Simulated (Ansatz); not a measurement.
# Mg2Sn: the cost of one run

Computed with Ansatz 0.2.0 (DFT r2SCAN, scalar-relativistic, plane waves, PAW, unless a step's input says otherwise).

3 further runs of the same task are left out: 1 that didn't finish, 2 set aside as unsound or not needed.

## 1. The structure to begin with

Symmetry: Fm-3m, No. 225, cubic system. Conventional cell: a = 6.761 Å, b = 6.761 Å, c = 6.761 Å, α = 90.00°, β = 90.00°, γ = 90.00°. Around Mg (site symmetry -43m) lie 4 Sn at 2.93 Å. Sn (site symmetry m-3m) has 8 Mg at 2.93 Å as nearest neighbours.

Coordinates:

```
Mg Sn
1.0
     0.00000    3.38069    3.38069
     3.38069    0.00000    3.38069
     3.38069    3.38069    0.00000
Mg Sn
2 1
Direct
  0.25000 0.25000 0.25000
  0.75000 0.75000 0.75000
  0.00000 0.00000 0.00000
```

This cell was relaxed beforehand with the same method: volume 25.76 Å³/atom, gap on the mesh 0.20 eV.

## 2. Static run: bands, density of states and charges

The input, input.yaml:

```yaml
crystal:
  lattice:
    - [0.0, 3.3806927665, 3.3806927665]
    - [3.3806927665, 0.0, 3.3806927665]
    - [3.3806927665, 3.3806927665, 0.0]
  atoms:
    - { symbol: Mg, position: [0.25, 0.25, 0.25] }
    - { symbol: Mg, position: [0.75, 0.75, 0.75] }
    - { symbol: Sn, position: [0.0, 0.0, 0.0] }
basis:
  ecutwfc: 500
kpoints:
  mp_grid: { grid: [10, 10, 10] }
  band_path:
    path:
      - [[0.0, 0.0, 0.0], [0.5, 0.0, 0.5], [0.625, 0.25, 0.625]]
      - [[0.375, 0.375, 0.75], [0.0, 0.0, 0.0], [0.5, 0.5, 0.5], [0.5, 0.25, 0.75], [0.5, 0.0, 0.5]]
    npoints: 14
hamiltonian:
  xc: r2scan
scf:
  occupations: { method: gaussian, width: 0.01 }
  n_extra_bands: 7
output:
  forces: true
  stress: true
  eigenvalues: true
  populations: true
  dos: { projected: true, de: 0.02, nscf_kmesh: { grid: [15, 15, 15] } }
  bader: true
  write_density: true
  write_potential: true
  elf: true
  volumetric_format: npy
```

The run is started by

```bash
$ ansatz run input.yaml --threads 1 --pin off --max-ram 2560MiB --backend cpu --events-out ev --progress --plain --runs-dir out
```

**Question.** How long does this run take on 1 thread of Intel Xeon Platinum 8375C at 2.90GHz (Ice Lake), shared host, and how much memory does it need?

About 39 s, with a peak of 0.65 GiB.
